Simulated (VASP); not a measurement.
# Na: molecular dynamics at constant energy

Na, I-43d (no. 220), 16 atoms in the cell. PBE, molecular dynamics; PAW potentials Na (PBE set).

Ensemble: NVE; Starting temperature (K): 1000.

## Input

INCAR:
```
SYSTEM = Na
GGA      = PE             ! functional
PREC     = Normal         ! precision mode
ENCUT    = 200            ! plane-wave cutoff, eV
EDIFF    = 1E-6           ! SCF threshold, eV
NELMIN   = 4            
NELM     = 60             ! most SCF steps
ALGO     = Fast           ! electronic algorithm
LREAL    = Auto         
LASPH    = .True.         ! aspherical terms in the spheres
ISMEAR   = -1             ! smearing method
SIGMA    = 0.05           ! smearing width, eV
ISYM     = 0            
LWAVE    = .False.        ! write WAVECAR
LCHARG   = .False.        ! write CHGCAR
IBRION   = 0              ! ionic algorithm
NSW      = 60             ! ionic steps
POTIM    = 2.0            ! step
TEBEG    = 1000         
ISIF     = 2              ! what is computed and relaxed
RANDOM_SEED= 315021 0 0   
MDALGO   = 2            
SMASS    = -3           
KPAR     = 2             
```

KPOINTS:
```
k-points
0
Monkhorst-Pack
  2 2 2
```

POSCAR:
```
Na
1.0
    8.4660257600      0.0000000000      0.0000000000
    0.0000000000      8.4660257600      0.0000000000
    0.0000000000      0.0000000000      8.4660257600
Na
16
Direct
    0.0243349500      0.0243349500      0.0243349500
    0.2743349500      0.2743349500      0.2743349500
    0.2256650500      0.7256650500      0.7743349500
    0.4756650500      0.0243349500      0.9756650500
    0.7743349500      0.2256650500      0.7256650500
    0.7256650500      0.7743349500      0.2256650500
    0.0243349500      0.9756650500      0.4756650500
    0.9756650500      0.4756650500      0.0243349500
    0.5243349500      0.5243349500      0.5243349500
    0.7743349500      0.7743349500      0.7743349500
    0.7256650500      0.2256650500      0.2743349500
    0.9756650500      0.5243349500      0.4756650500
    0.2743349500      0.7256650500      0.2256650500
    0.2256650500      0.2743349500      0.7256650500
    0.5243349500      0.4756650500      0.9756650500
    0.4756650500      0.9756650500      0.5243349500
```

Commands:
```
cat potpaw_PBE.64/Na/POTCAR > POTCAR
mpirun -np 2 vasp_std > vasp.out
```

## Result

- Spread of the conserved energy (meV/atom): 0.05
- Rise of the mean potential energy above the start (meV/atom): 58.6
- Mean temperature (K): 516
- Electronic steps per ionic step after the first: 4.0

Course of the run:

| Time (fs) | Temperature (K) | Potential energy less the first (meV/atom) | Conserved energy less the first (meV/atom) |
|---|---|---|---|
| 2 | 1000 | 0.0 | 0.00 |
| 12 | 968 | 3.8 | -0.00 |
| 20 | 905 | 11.5 | -0.01 |
| 30 | 786 | 25.8 | -0.02 |
| 38 | 669 | 40.0 | -0.03 |
| 48 | 516 | 58.6 | -0.03 |
| 56 | 404 | 72.2 | -0.03 |
| 66 | 300 | 84.7 | -0.03 |
| 74 | 256 | 90.1 | -0.03 |
| 84 | 246 | 91.3 | -0.03 |
| 92 | 266 | 88.9 | -0.04 |
| 102 | 307 | 83.9 | -0.05 |
| 110 | 340 | 79.9 | -0.05 |
| 120 | 372 | 76.0 | -0.05 |

The mean temperature lies below the starting 1000 K, since the atoms start on their sites and part of their kinetic energy turns into potential energy.

REPORT:
```
MDALGO =   2
               SCALING =       0
                 CNEXP =     9.000   14.000
           RANDOM_SEED =            315021                0                0

   original number of atomic DOF:         45
   number of independent constraints:      0
   number of active DOF:                  45

========================================
         MD step No.       1
========================================

  Atomic velocities initialized by STEP_tb

  >Energies
                    E_tot             E_pot             E_kin               EPS                ES
   e_b>   -0.18662427E+02   -0.20600509E+02    0.19380824E+01    0.00000000E+00    0.00000000E+00

  >Temperature
               T_sim     T_inst
   tmprt>   1000.000    999.572

  >Thermostat:
           s(n+1) sdot(n+1)      s(n)   sdot(n)        Qs
   s_b>   0.00000   0.00000   0.00000   0.00000  -3.00000

           RANDOM_SEED =            315021               96                0

[... steps left out ...]

========================================
         MD step No.      60
========================================

  >Energies
                    E_tot             E_pot             E_kin               EPS                ES
   e_b>   -0.18663282E+02   -0.19384756E+02    0.72147378E+00    0.00000000E+00    0.00000000E+00

  >Temperature
               T_sim     T_inst
   tmprt>   1000.000    372.102

  >Thermostat:
           s(n+1) sdot(n+1)      s(n)   sdot(n)        Qs
   s_b>   0.00000   0.00000   0.00000   0.00000  -3.00000

           RANDOM_SEED =            315021               96                0
```

OSZICAR:
```
N       E                     dE             d eps       ncg     rms          rms(c)
DAV:   1    -0.102600080785E+02   -0.10260E+02   -0.17667E+03   136   0.253E+02
DAV:   2    -0.201514268735E+02   -0.98914E+01   -0.90937E+01   189   0.387E+01
DAV:   3    -0.205928505042E+02   -0.44142E+00   -0.42468E+00   165   0.759E+00
DAV:   4    -0.206053540870E+02   -0.12504E-01   -0.12495E-01   200   0.143E+00
DAV:   5    -0.206055723585E+02   -0.21827E-03   -0.21827E-03   171   0.145E-01    0.821E-01
RMM:   6    -0.206045090871E+02    0.10633E-02   -0.79629E-04   136   0.151E-01    0.550E-01
RMM:   7    -0.206005654146E+02    0.39437E-02   -0.24360E-03   136   0.284E-01    0.315E-02
RMM:   8    -0.206005112501E+02    0.54164E-04   -0.46864E-05   138   0.357E-02    0.769E-03
RMM:   9    -0.206005085337E+02    0.27164E-05   -0.12779E-05   139   0.190E-02    0.937E-04
RMM:  10    -0.206005090653E+02   -0.53168E-06   -0.32106E-06   119   0.736E-03
      1 T=  1000. E= -.18662427E+02 F= -.20600509E+02 E0= -.20488284E+02  EK= 0.19381E+01 SP= 0.00E+00 SK= 0.00E+00
       N       E                     dE             d eps       ncg     rms          rms(c)
[... left out ...]
     58 T=   361. E= -.18663264E+02 F= -.19362577E+02 E0= -.19275211E+02  EK= 0.69931E+00 SP= 0.00E+00 SK= 0.00E+00
     59 T=   367. E= -.18663271E+02 F= -.19374209E+02 E0= -.19285786E+02  EK= 0.71094E+00 SP= 0.00E+00 SK= 0.00E+00
[... last step whole ...]
       N       E                     dE             d eps       ncg     rms          rms(c)
DAV:   1    -0.193847555345E+02   -0.10546E-01   -0.32440E-04    95   0.722E-02    0.124E-04
RMM:   2    -0.193847556041E+02   -0.69607E-07   -0.64879E-07    78   0.502E-03    0.101E-04
RMM:   3    -0.193847556144E+02   -0.10281E-07   -0.81429E-08    77   0.158E-03    0.780E-05
RMM:   4    -0.193847556148E+02   -0.41604E-09   -0.98388E-10    24   0.777E-04
     60 T=   372. E= -.18663282E+02 F= -.19384756E+02 E0= -.19295309E+02  EK= 0.72147E+00 SP= 0.00E+00 SK= 0.00E+00
```

Limits: 120 fs of 16 atoms are too short for converged averages.

VASP 6.6.1 took 306 s on 2 cores (AMD EPYC 7R43 (Zen 3)), a shared host.
